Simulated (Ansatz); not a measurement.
**How far do frozen cores hold at 0.4 of the volume?**

Ansatz 0.2.0 under PBE, scalar-relativistic: all-electron LAPW against the default frozen-core PAW files and norm-conserving files, on the same cells and meshes. Each crystal is compressed to 0.4 of its own relaxed volume, with k spacings near 0.17 Å⁻¹ and smearing of 0.05 to 0.1 eV; spin polarisation is left out. The structure types needn't be the stable ones.

Question: For which of Ag (diamond), Se (diamond), Au (hcp), As (beta tin), Cl (distorted omega) does the PAW pressure depart most from LAPW, and by how much?

Answer: Cl (distorted omega), by -0.19 %. All values:

```csv
crystal,V (Å³/atom),P LAPW (GPa),PAW − LAPW (%),"energy rise, PAW − LAPW (meV/atom)",norm-conserving − LAPW (%)
Ag (diamond),12.02,337.5,-0.07,-12,0.09
Se (diamond),12.69,212.3,-0.01,1,-0.39
Au (hcp),7.20,1507,0.03,11,0.35
As (beta tin),8.12,486.6,0.17,7,-0.01
Cl (distorted omega),14.13,44.5,-0.19,-1,-0.17
```
